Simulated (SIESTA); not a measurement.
Runs of SIESTA 5.4.2 on TaN. It takes space group Fm-3m (No. 225, cubic). The conventional cell has a = 4.423 Å, b = 4.423 Å, c = 4.423 Å, α = 90.00°, β = 90.00°, γ = 90.00°. Ta (site symmetry m-3m) has 6 N at 2.21 Å as nearest neighbours. N (site symmetry m-3m) is surrounded by 6 Ta at 2.21 Å. The cell comes from a database or a generator and needn't be the stable form of this composition.

```tsv
task	level	potentials or basis	spin	k mesh	gap on the mesh (eV)	pressure (GPa)	V0 of scaled cells (Å³/atom)	B0 (GPa)
band structure	AM05	PseudoDojo 0.4 standard (PBEsol files), DZP (energy shift 0.003 Ry; two zetas on semicore shells)	off	10 × 10 × 10	none	(b)	-	-
band structure	PBE	PseudoDojo 0.4 standard (PBE files, fully relativistic), TZP (energy shift 0.003 Ry; two zetas on semicore shells)	non-collinear, zero start, SOC	8 × 8 × 8	none	-1.5	-	-
equation of state	PBE	PseudoDojo 0.4 standard (PBE files), DZP (energy shift 0.003 Ry; two zetas on semicore shells)	off	10 × 10 × 10	-	-	10.97	333
equation of state	PBE	PseudoDojo 0.4 standard (PBE files, fully relativistic), DZP (energy shift 0.003 Ry; two zetas on semicore shells)	non-collinear, zero start, SOC	8 × 8 × 8	-	-	10.84	(a)
```

Alike in all rows: cell as given; smearing fermi-dirac 0.05 eV; grid cutoff 800 Ry; energy shift 0.003 Ry.

Task: Fill in the values left out.

Result: (a) 347; (b) -5.9.

Caveats: short orbitals over semicore shells can move pressures by several GPa; the basis of atomic orbitals isn't converged, which shifts pressures, moduli and gaps; the potentials were made for another functional, which shifts forces and pressure (some runs); spin-orbit coupling is left out, which moves the levels of the heavy elements (some runs).

A k mesh can miss the band edges, and rows without SOC leave out spin-orbit coupling on Ta.

A gap of «none» marks a metal or a gap under the smearing width.
